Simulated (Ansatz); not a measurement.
## Preparing HfO2 (P2_1/c) as a host crystal

Aim: the runs on the perfect crystal HfO2 (P2_1/c) that a defect calculation needs first.

Calculated with Ansatz 0.2.0; plane-wave PAW DFT, r2SCAN; relaxation of the host's cell and atoms; PAW set soft_1, in the first sound run; inputs show where later runs differ.

**1. The starting structure**

Symmetry: P2_1/c, No. 14, monoclinic system. Conventional cell: a = 5.094 Å, b = 5.151 Å, c = 5.276 Å, α = 90.00°, β = 99.56°, γ = 90.00°. Hf has 7 O at 2.03 to 2.24 Å nearest. O has 4 Hf at 2.13 to 2.24 Å nearest. O has 3 Hf at 2.03 to 2.13 Å nearest. Farther neighbours and most contacts between anions are not listed.

**2. Host cell relaxation**

Cell and atoms are relaxed together, until forces and stress fall under their thresholds.

cell/input.yaml reads:

```yaml
crystal:
  lattice:
    - [5.094175, 0.0, 0.0]
    - [0.0, 5.1506447, 0.0]
    - [-0.876169, 0.0, 5.2029535]
  atoms:
    - { symbol: Hf, position: [0.27613578, 0.45806468, 0.70790733] }
    - { symbol: Hf, position: [0.72386422, 0.95806468, 0.79209267] }
    - { symbol: Hf, position: [0.72386422, 0.54193532, 0.29209267] }
    - { symbol: Hf, position: [0.27613578, 0.04193532, 0.20790733] }
    - { symbol: O, position: [0.44799782, 0.74252595, 0.97857799] }
    - { symbol: O, position: [0.55200218, 0.24252595, 0.52142201] }
    - { symbol: O, position: [0.55200218, 0.25747405, 0.02142201] }
    - { symbol: O, position: [0.44799782, 0.75747405, 0.47857799] }
    - { symbol: O, position: [0.06836078, 0.33075888, 0.34625278] }
    - { symbol: O, position: [0.93163922, 0.83075888, 0.15374722] }
    - { symbol: O, position: [0.93163922, 0.66924112, 0.65374722] }
    - { symbol: O, position: [0.06836078, 0.16924112, 0.84625278] }
basis:
  ecutwfc: 500
  xc_grid: 2
hamiltonian:
  xc: r2scan
  pseudopotentials: { kind: paw, azcp: { folder: soft_1 } }
kpoints:
  mp_grid: { grid: [6, 6, 6] }
scf:
  occupations: { method: fixed }
  max_iter: 100
relax:
  f_tol: 0.005
  max_steps: 60
  cell: {}
output:
  forces: true
  stress: true
checkpoint:
  write: "../cell.run"
  compress: false
  write_wavefunctions: false
  write_every: 100000
```

Run with:

```bash
$ ansatz run input.yaml --threads 32 --pin off --max-ram 131891MiB --backend cuda --events-out ev --progress --plain --runs-dir out
```

Numbers of over 12 decimals in the logs are rounded to 6 here.

The log of the run:

```text
[... repeated set-up lines and file paths are left out, and long positions are rounded to six places ...]
Engine: ansatz 0.2.0, aarch64-unknown-linux-gnu
Pseudopotentials: kind: paw
Pseudopotential: Hf, paw, valence charge 26, recommended cutoff 500 eV (meta_gga), soft_1/Hf.paw.azcp
Pseudopotential: O, paw, valence charge 6, recommended cutoff 500 eV (meta_gga), soft_1/O.paw.azcp
Functional definition: r2SCAN
  parameter k0 = 0.174
  parameter k1 = 0.065
  parameter a1 = 4.9479
  exchange = r2scan_x(k0 = k0, k1 = k1, a1 = a1)
  correlation = r2scan_c
[...]
Crystal: 12 atoms, lattice volume = 136.517 Å³
Basis set: ecut = 500 eV, 3489 PW (Γ), exchange–correlation on 80×80×80 points (8 copies of the dense FFT grid, shifted against one another)
Bands: 92, of which v1, the nominal top of the filled ones, is band 76 counted from 1 (75 counted from 0)
Symmetry: 4 space group operations
Space group: P21/c (ITA 14), of the structure as read, at distance tolerance 5.1e-5 Å
k-points: 80 of 216
Non-local potential: Hf, projectors of the file, l = 0: 3, l = 1: 2, l = 2: 2, l = 3: 3
Non-local potential: O, projectors of the file, l = 0: 2, l = 1: 2, l = 2: 1
PAW form: soft (Blöchl's): semilocal exchange-correlation on the pseudo side does not see the compensation charge
PAW frozen core: Hf, regenerated for the run's functional (the file was generated under x = pbe(κ = 0.804, μ = 0.219515), c = pbe(β = 0.066725))
PAW frozen core: O, regenerated for the run's functional (the file was generated under x = pbe(κ = 0.804, μ = 0.219515), c = pbe(β = 0.066725))
PAW one-centre angular grid: Hf, 974 points (default); XC on 224 Gauss nodes
PAW one-centre angular grid: O, 302 points (default); XC on 160 Gauss nodes
Initial density: superposition of atomic densities (chi_scale 0.1, normalization cell, long waves kept (reshape's long-wave potential 0.02 eV rms))
Initial wavefunctions: pseudopotential atomic-orbital guess
[...]
Functional: x = r2scan, c = r2scan; τ floored in thin density (d = 2e-4 eV/Å³)
SCF iter   1: F=—  HF=-67509.811983 eV  |Δ(HF+E_count)|=         —  Δρ=8.95e-2  dr2=8.56e0  dr2_τ=6.82e-1  Hψ=20890
preconditioner: auto → Resta (q_TF=auto, 2.778 Å⁻¹)  ε∞=4.5  [insulator: Δε(μ)=3.808 eV  Ē_g=20.262 eV  n_scr=48 (ndim 8)  ℏωp=38.1 eV  f_vac=0.007  ε∞_Penn≈4.5]
SCF iter   2: F=—  HF=-67508.844637 eV  |Δ(HF+E_count)|=   9.67e-1  Δρ=4.52e-2  dr2=2.42e0  dr2_τ=1.63e-1  Hψ=14689
[...]
SCF iter  11: F=-67508.610041 eV  HF=-67508.610041 eV  |Δ(HF+E_count)|=   6.67e-8  Δρ=3.16e-6  dr2=9.65e-9  dr2_τ=1.59e-9  Hψ=25924
SCF 1 converged in 11 iterations: F = -67508.610041 eV  dr2 = 9.65e-9
  greatest PAW one-centre occupation: 0.999 electrons in one spin orbital (limit 2), on the Hf atom at site 1 (counted from 0), in its partial waves of l = 3
relax step   1: F+E_penalty+E_count = -67508.61004110 eV  Δ(F+E_penalty+E_count) = +0.000e0 eV  max|allowed force component| = 8.328e-2 eV/Å  Δτ_max = 0.0000 Å  P = +3.856 GPa  Ω = 136.517 Å³  (11 SCF iters, dr2 threshold 1.00e-7 eV, accepted)
[... the SCF cycles and remarks between the steps are left out from here to the last step ...]
relax step   2: F+E_penalty+E_count = -67508.63164200 eV  Δ(F+E_penalty+E_count) = -2.160e-2 eV  max|allowed force component| = 2.830e-2 eV/Å  Δτ_max = 0.0036 Å  P = -0.763 GPa  Ω = 138.987 Å³  energy of the carried Pulay correction = -1.564e-3 eV  (7 SCF iters, dr2 threshold 1.20e-6 eV, accepted)
relax step   3: F+E_penalty+E_count = -67508.63301022 eV  Δ(F+E_penalty+E_count) = -1.368e-3 eV  max|allowed force component| = 2.207e-2 eV/Å  Δτ_max = 0.0031 Å  P = -0.063 GPa  Ω = 138.565 Å³  energy of the carried Pulay correction = -1.299e-3 eV  (5 SCF iters, dr2 threshold 1.20e-6 eV, accepted)
relax step   4: F+E_penalty+E_count = -67508.63325558 eV  Δ(F+E_penalty+E_count) = -2.454e-4 eV  max|allowed force component| = 7.352e-3 eV/Å  Δτ_max = 0.0014 Å  P = +0.052 GPa  Ω = 138.513 Å³  energy of the carried Pulay correction = -1.267e-3 eV  (5 SCF iters, dr2 threshold 1.24e-7 eV, accepted)
relax step   5: F+E_penalty+E_count = -67508.63340378 eV  Δ(F+E_penalty+E_count) = -1.482e-4 eV  max|allowed force component| = 6.172e-3 eV/Å  Δτ_max = 0.0054 Å  P = +0.030 GPa  Ω = 138.496 Å³  energy of the carried Pulay correction = -1.256e-3 eV  (6 SCF iters, dr2 threshold 2.52e-8 eV, accepted)
relax step   6: F+E_penalty+E_count = -67508.63358462 eV  Δ(F+E_penalty+E_count) = -1.808e-4 eV  max|allowed force component| = 1.846e-3 eV/Å  Δτ_max = 0.0097 Å  P = -0.003 GPa  Ω = 138.457 Å³  energy of the carried Pulay correction = -1.231e-3 eV  (7 SCF iters, dr2 threshold 8.54e-9 eV, accepted)
[...]
iter 1 solved again at ethr=2.71e-8 eV; its pass at ethr=3.10e-3 eV (dr2=4.12e-5 eV) is discarded
SCF iter   1: F=—  HF=-67508.634137 eV  |Δ(HF+E_count)|=         —  Δρ=6.46e-5  dr2=3.37e-7  dr2_τ=1.10e-6  Hψ=46508
[...]
SCF iter   2: F=—  HF=-67508.634750 eV  |Δ(HF+E_count)|=   6.13e-4  Δρ=3.33e-5  dr2=9.86e-8  dr2_τ=4.67e-7  Hψ=12273
SCF iter   3: F=—  HF=-67508.634752 eV  |Δ(HF+E_count)|=   1.89e-6  Δρ=5.43e-6  dr2=7.82e-9  dr2_τ=8.91e-9  Hψ=11358
SCF iter   4: F=—  HF=-67508.634752 eV  |Δ(HF+E_count)|=   2.29e-8  Δρ=1.00e-6  dr2=9.02e-10  dr2_τ=2.58e-10  Hψ=12638
SCF iter   5: F=—  HF=-67508.634752 eV  |Δ(HF+E_count)|=  3.35e-10  Δρ=4.41e-7  dr2=1.49e-10  dr2_τ=6.62e-11  Hψ=13587
SCF iter   6: F=-67508.634752 eV  HF=-67508.634752 eV  |Δ(HF+E_count)|=  2.47e-10  Δρ=2.38e-7  dr2=6.05e-11  dr2_τ=7.27e-12  Hψ=33236
SCF 7 converged in 6 iterations: F = -67508.634752 eV  dr2 = 6.05e-11
relax step   7: F+E_penalty+E_count = -67508.63475212 eV  Δ(F+E_penalty+E_count) = -1.167e-3 eV  max|allowed force component| = 1.858e-3 eV/Å  Δτ_max = 0.0000 Å  P = -0.010 GPa  Ω = 138.457 Å³  stress off target by 2.40e-2 GPa  SCF on the basis re-selected at this cell (its energy is not comparable with the rows above)  (6 SCF iters)
basis re-selected at this cell: Δ(F+E_penalty+E_count) = -1.167e-3 eV, ΔP = -0.008 GPa vs the last step (what re-selecting the basis moved, of the pressure what is left beyond the Pulay correction that the steps carried, after the strain that the cell walked [...]
SCF converged after 6 iterations
Free energy (F): -67508.634752 eV
Harris-Foulkes:  -67508.634752 eV  (|F-HF|=1.46e-11)
Internal energy: -67508.634752 eV  (E = F + TS)
E sigma→0 (E₀):  -67508.634752 eV
Fermi energy:    12.593726 eV
--- Per-component energies (eV) ---
  E_band       = -281.798795
  E_kinetic    = 2982.557633
  E_local      = -29581.005669  (includes V_loc(G=0)·N_el)
  E_nonlocal   = 659.181996
  E_hartree    = 14063.594500
  E_xc         = -1578.985213
  E_vxc        = -1943.338305  (∫ρ·V_xc dr)
  E_paw        = -32213.066501  (= ΣΔE_a)
  E_vpaw       = -633.930830  (= ΣTr[D̂ρ^β])
  E_aug_tail   = 0.002523  (compensation charges beyond the density's cutoff)
  E_vtau       = 107.544835  (kinetic-family band-sum trace: ∫τ·v_τ [+ j·A + Jᵃ·Aᵃ] dr)
  E_ewald      = -21841.944708
  E_core_change = 1.030687  (= ΣΔE_core)
  E_smearing   = -0.000000  (= −TS)
  E_closure    = -0.000000  (closes the sum)
  Σ components = -67508.634752   (vs F -67508.634752, Δ=0.00e0)
--- Forces (eV/Å), atoms counted from 1 ---
  atom   1  Hf     0.00116126    -0.00064628     0.00007925
  atom   2  Hf    -0.00116126    -0.00064628    -0.00007925
  atom   3  Hf    -0.00116126     0.00064628    -0.00007925
  atom   4  Hf     0.00116126     0.00064628     0.00007925
  atom   5  O      0.00005396    -0.00060932    -0.00029508
  atom   6  O     -0.00005396    -0.00060932     0.00029508
  [... 6 more lines of this table ...]
  max |Σ_I F_I| component: 4.34e-19 eV/Å
--- Stress (GPa, compression-positive) ---
       -0.018105       0.000000      -0.008184
        0.000000      -0.000043       0.000000
       -0.008172       0.000000      -0.012551
  P = ⅓ Tr σ = -0.0102 GPa (-0.102 kbar)
--- Band table (eV; the first three rows and the last of 80) ---
  k-point 0: bands = ["-49.3751", "-49.3545", "-49.3513", "-49.3505", "-17.7686", "-17.7371", "-17.7138", "-17.5115", "-17.4375", [... rest cut ...]
  k-point 1: bands = ["-49.3737", "-49.3555", "-49.3513", "-49.3509", "-17.7500", "-17.7080", "-17.6994", "-17.5303", "-17.4590", [... rest cut ...]
--- Relaxed structure (6 steps of the walk, 6 accepted, 1 SCFs on fresh bases) ---
  F+E_penalty+E_count = -67508.63475212 eV   max|allowed force component| = 1.858e-3 eV/Å   (the final SCF, on the basis selected at the relaxed cell)
  cell:  # Å, volume = 138.4568 Å³
    - [5.114725, 0.0, 0.00439096]
    - [0.0, 5.181314, 0.0]
    - [-0.875219, 0.0, 5.223838]
  atoms:
    - { symbol: Hf, position: [0.276177, 0.458173, 0.708261] }
    - { symbol: Hf, position: [0.723823, 0.958173, 0.791739] }
    - { symbol: Hf, position: [0.723823, 0.541827, 0.291739] }
    - { symbol: Hf, position: [0.276177, 0.041827, 0.208261] }
    - { symbol: O, position: [0.447997, 0.742372, 0.978422] }
    - { symbol: O, position: [0.552003, 0.242372, 0.521578] }
  [... 6 more lines of this table ...]
```

It took 6.6 s on 1 × NVIDIA GB200 with 32 threads of Arm Neoverse V2, shared host; peak memory 1.2 GiB; 30 s of CPU time.

Relaxation path:

```csv
step,energy less that of the first step (eV),largest force component (eV/Å),pressure (GPa),volume (Å³)
1,0.0000,0.0833,3.86,136.52
2,-0.0216,0.0283,-0.76,138.99
3,-0.0230,0.0221,-0.06,138.56
4,-0.0232,0.0074,0.05,138.51
5,-0.0234,0.0062,0.03,138.50
6,-0.0235,0.0018,0.00,138.46
7*,-0.0247,0.0019,-0.01,138.46
```

Relaxation steps marked * repeat the geometry before them on a plane-wave basis chosen anew for their cell, so energy and pressure can jump there.

Forces are held to the 4 operations that the run works with; a distortion that breaks them can't arise in this run.

```csv
cell as run,before,after,change
a (Å),5.094,5.115,+0.4 %
b (Å),5.151,5.181,+0.6 %
c (Å),5.276,5.297,+0.4 %
β (°),99.56,99.46,-0.1 %
volume (Å³/atom),11.38,11.54,+1.4 %
```

The atoms that moved most (Å, as changes of fractional coordinates times the final cell):

```csv
atom,dx,dy,dz,length
O9,0.010,0.014,-0.010,0.020
O10,-0.010,0.014,0.010,0.020
O12,0.010,-0.014,-0.010,0.020
O11,-0.010,-0.014,0.010,0.020
```

Numbers from this step:

```
pressure : -0.01023 GPa
```

The relaxation ends with a largest force component of 0.0019 eV/Å and a pressure of -0.01 GPa.

**3. Dielectric tensors of the host**

The response to a uniform electric field gives the electronic dielectric tensor.

This step: plane-wave PAW DFPT, PBEsol; dielectric tensors, Born charges and zone-centre modes of the host; PAW set soft_1 (Ansatz 0.2.0).

eps/input.yaml reads:

```yaml
crystal:
  lattice:
    - [5.1147252449, 0.0, 0.0043909604]
    - [0.0, 5.1813143374, 0.0]
    - [-0.8752188019, 0.0, 5.2238375711]
  atoms:
    - { symbol: Hf, position: [0.2761773384, 0.4581728403, 0.7082614185] }
    - { symbol: Hf, position: [0.7238226616, 0.9581728403, 0.7917385815] }
    - { symbol: Hf, position: [0.7238226616, 0.5418271597, 0.2917385815] }
    - { symbol: Hf, position: [0.2761773384, 0.0418271597, 0.2082614185] }
    - { symbol: O, position: [0.4479969725, 0.7423715742, 0.9784219222] }
    - { symbol: O, position: [0.5520030275, 0.2423715742, 0.5215780778] }
    - { symbol: O, position: [0.5520030275, 0.2576284258, 0.0215780778] }
    - { symbol: O, position: [0.4479969725, 0.7576284258, 0.4784219222] }
    - { symbol: O, position: [0.0699426689, 0.3334753591, 0.3442632163] }
    - { symbol: O, position: [0.9300573311, 0.8334753591, 0.1557367837] }
    - { symbol: O, position: [0.9300573311, 0.6665246409, 0.6557367837] }
    - { symbol: O, position: [0.0699426689, 0.1665246409, 0.8442632163] }
basis:
  ecutwfc: 420
hamiltonian:
  xc: pbesol
  pseudopotentials: { kind: paw, azcp: { folder: soft_1 }, xc_functional: pbe }
kpoints:
  mp_grid: { grid: [5, 5, 5] }
scf:
  occupations: { method: fixed }
  max_iter: 100
phonons:
  method: dfpt
  dielectric: true
  rigid_motions: translations
```

The log of the run:

```text
[...]
Crystal: 12 atoms, lattice volume = 138.457 Å³
Basis set: ecut = 420 eV, 2703 PW (Γ), exchange–correlation on 72×72×72 points (8 copies of the dense FFT grid, shifted against one another)
Bands: 92, of which v1, the nominal top of the filled ones, is band 76 counted from 1 (75 counted from 0)
Symmetry: 4 space group operations
k-points: 63 of 125 (irreducible under 1 space group operation, time reversal used)
[...]
SCF iter   1: F=—  HF=-66907.247310 eV  |Δ(HF+E_count)|=         —  Δρ=9.31e-2  dr2=9.73e0  Hψ=16602
[...]
SCF iter   2: F=—  HF=-66905.007605 eV  |Δ(HF+E_count)|=    2.24e0  Δρ=4.13e-2  dr2=2.20e0  Hψ=11534
[...]
SCF iter  14: F=-66904.251193 eV  HF=-66904.251193 eV  |Δ(HF+E_count)|=  2.91e-11  Δρ=1.45e-7  dr2=2.06e-11  Hψ=42076
SCF 1 converged in 14 iterations: F = -66904.251193 eV  dr2 = 2.06e-11
[...]
the response reads at least the filled bands of the reference SCF and the lowest empty band at each k-point, and that SCF's band table does not vouch for those bands. The notice of the band table in this run's record says why
[...]
NSCF: frozen V_eff on 1 k-points
[...]
concurrent solve slots: 20 of 32 are kept, ahead of what memory takes: no pass of the eigensolver takes more rounds on 20
[...]
DFPT response loops at q = (0, 0, 0) (fractional): preconditioner auto → Resta (q_TF=auto, 2.771 Å⁻¹)  ε∞=3.9 (no band partly filled); β = 1.00, the filter's whole step (`scf.mixing.beta` (0.50) is not read by the response loops at its default; [...]
[...]
DFPT response loops at Γ: preconditioner auto → Resta (q_TF=auto, 2.771 Å⁻¹)  ε∞=3.9 (no band partly filled); β = 1.00, the filter's whole step (`scf.mixing.beta` (0.50) is not read by the response loops at its default; [...]
[...]
SCF 1 converged in 5 iterations: F = -66903.964366 eV  dr2 = 8.75e-8
[...]
SCF converged after 14 iterations
[...]
241.54      1             0.7977
        247.25      1             0.0000
        247.29      1            18.1994
        303.83      1            65.5842
        313.95      1             0.0000
        321.50      1            26.9193
        322.73      1             0.0000
        331.45      1            32.6768
        367.87      1             0.0000
        377.18      1            40.1051
        381.26      1             0.0000
        395.31      1            31.4854
        476.12      1             0.0000
        485.94      1            13.4648
        494.03      1            20.3908
        496.58      1             0.0000
        529.34      1             0.0000
        551.73      1             0.0000
        584.09      1            13.1376
        610.53      1             0.0000
        633.71      1             0.0428
        645.60      1             0.0000
        711.45      1            15.2501
        750.17      1             0.0000
  optical modes at Γ + LO–TO along q̂ = [1.0000, 0.0000, 0.0000]:
      ω (cm⁻¹)  modes    IR ((D/Å)²/amu)
        113.00      1             0.0000
        124.94      1             0.0000
        126.26      1             0.0725
        126.81      1             0.0000
        142.63      1             0.0000
        160.35      1             0.0000
        176.68      1             1.1864
        235.06      1             0.0000
        238.35      1             2.8120
        242.34      1             3.0668
        247.25      1             0.0000
        247.29      1            18.1994
        313.95      1             0.0000
        321.49      1            26.2678
        322.73      1             0.0000
        331.45      1            32.6768
[...]
optical modes at Γ + LO–TO along q̂ = [0.0000, 1.0000, 0.0000]:
      ω (cm⁻¹)  modes    IR ((D/Å)²/amu)
[...]
optical modes at Γ + LO–TO along q̂ = [0.0000, 0.0000, 1.0000]:
      ω (cm⁻¹)  modes    IR ((D/Å)²/amu)
[...]
485.94      1            13.4648
        487.28      1            19.8982
        496.58      1             0.0000
        529.34      1             0.0000
        551.73      1             0.0000
        584.09      1            13.1376
        610.53      1             0.0000
        626.61      1            77.2964
        633.71      1             0.0428
        645.60      1             0.0000
        713.69      1            17.6748
        750.17      1             0.0000
```

The job ended after 20 s (1 × NVIDIA GB200 with 32 threads; peak memory 4.5 GiB).

The column dr2 measures how far the density is from self-consistency, as an energy; F and HF (Harris–Foulkes) agree once it is small.

Electronic dielectric tensor:

```
5.04 0.00 0.14
0.00 5.06 0.00
0.14 0.00 4.74
```

Static dielectric tensor:

```
21.35  0.00  1.58
 0.00 19.46  0.00
 1.58  0.00 15.71
```

The principal values of the electronic dielectric tensor are 4.68, 5.06 and 5.09. The principal values of the static dielectric tensor are 15.30, 19.46 and 21.76.

[end of part 1 of 2]

[Logs are printed without paths, hosts, clocks, repeated set-up lines and the standing remarks that a program may print on its own settings, such as how far it seeks lower states.]

[Hosts, paths, dates, database ids (printed as entryN), source tags and the programs' standing remarks are cut or masked in the printed files.]

[Runs of the host that timed out are not shown.]

[For some hosts the program warned that the k-mesh of the response run may be too coarse for force constants and the static dielectric constant; such warnings are not always shown.]
